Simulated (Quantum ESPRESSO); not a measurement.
Crystal: TiTe2.

```xyz
3
Lattice="3.7770 0.0000 0.0000 -1.8885 3.2710 0.0000 0.0000 0.0000 6.4980" Properties=species:S:1:pos:R:3 pbc="T T T"
Te    0.0000    2.1807    4.7903
Te    1.8885    1.0903    1.7077
Ti    0.0000    0.0000    0.0000
```

Base run:

| Quantity | Value |
| --- | --- |
| Program | Quantum ESPRESSO 7.5 |
| Functional | PBEsol |
| Potentials or basis | GBRV 1.5 PBEsol |
| Cutoff | 612 eV |
| Density cutoff | 4898 eV |
| k mesh | 8 × 8 × 4 |
| Occupations | fermi-dirac, width 0.05 eV |
| Spin | no spin polarisation |

Its results: band gap on the k mesh none (metal or under the smearing width); pressure -2.2 GPa; largest force 0.108 eV/Å.

The run is repeated on the same cell with these changes: functional from PBEsol to LDA; potentials or basis from GBRV 1.5 PBEsol to GBRV 1.5 LDA. What comes out?

Band gap on the k mesh none (metal or under the smearing width); pressure -4.0 GPa; largest force 0.281 eV/Å.

Caveats: this functional lacks dispersion, which binds the layers, so the pressure and a relaxed spacing across them are unreliable (some runs); spin-orbit coupling is left out, which moves the levels of the heavy elements (some runs).
